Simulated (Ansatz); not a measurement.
**How the vibrations of C change with volume**

These are results of Ansatz, DFT PBE+D3(BJ), scalar-relativistic, plane waves, PAW, not measurements. Cutoff 420 eV, 18×18×18 k-points (Γ-centred), Gaussian smearing of 0.02 eV. No spin polarisation. Phonons by linear response, acoustic sum rule imposed.

The cell, relaxed at this level:
```
C
1.0
     0.00000    2.13413    3.39640
     1.23277    0.00000    3.39640
     1.23277    2.13413    0.00000
C
2
Direct
  0.16669 0.83331 0.16669
  0.83331 0.16669 0.83331
```

Cells at 0.98 and 1.02 times the equilibrium volume were relaxed in shape and atoms; γ = −d ln ν / d ln V, modes matched by rank.

Q: Give the optical frequencies at Γ (cm⁻¹) at the three volumes and the mode Grüneisen parameters.

A:
| 0.98 V | V | 1.02 V | γ | degeneracy |
| --- | --- | --- | --- | --- |
| 866 | 867 | 868 | -0.05 | 1 |
| 1543 | 1535 | 1526 | 0.27 | 1 |
| 1578 | 1576 | 1574 | 0.07 | 1 |

Q: What pressures hold the two strained cells, and what bulk modulus follows?

A: 0.72 GPa at 0.98 V and -0.55 GPa at 1.02 V, so B = −dP/d ln V ≈ 32 GPa.

Q: How does the gap respond?

A: It is 0.08, 0.07 and 0.07 eV at 0.98, 1 and 1.02 V: dE_g/d ln V = -0.4 eV.

This form isn't the element's structure at ambient conditions.